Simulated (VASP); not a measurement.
Crystal: SiC (Moissanite).

```xyz
4
Lattice="3.0760 0.0000 0.0000 -1.5380 2.6639 0.0000 0.0000 0.0000 5.0480" Properties=species:S:1:pos:R:3 pbc="T T T"
Si    1.5380    0.8880    2.5240
Si    0.0000    1.7759    0.0000
C     1.5380    0.8880    4.4675
C     0.0000    1.7759    1.9435
```

A sound run:

- Program: VASP 6.6.1
- Task: dielectric tensor
- Functional: PBE
- Potentials or basis: VASP PAW PBE potentials, release 64 (Si, C)
- Cutoff: 800 eV
- k mesh: 12 × 12 × 6
- Occupations: gaussian, width 0.01 eV
- Spin: no spin polarisation

It gives band gap on the k mesh 2.32 eV, indirect (least direct gap 4.08 eV).

Question: What do these careless settings give instead: cutoff 400 eV in place of 800 eV; k mesh 4 × 4 × 2 in place of 12 × 12 × 6?

Answer: Band gap on the k mesh 2.57 eV, indirect (least direct gap 4.06 eV). The run converged, but these numbers show the error of the settings and aren't properties of the crystal.
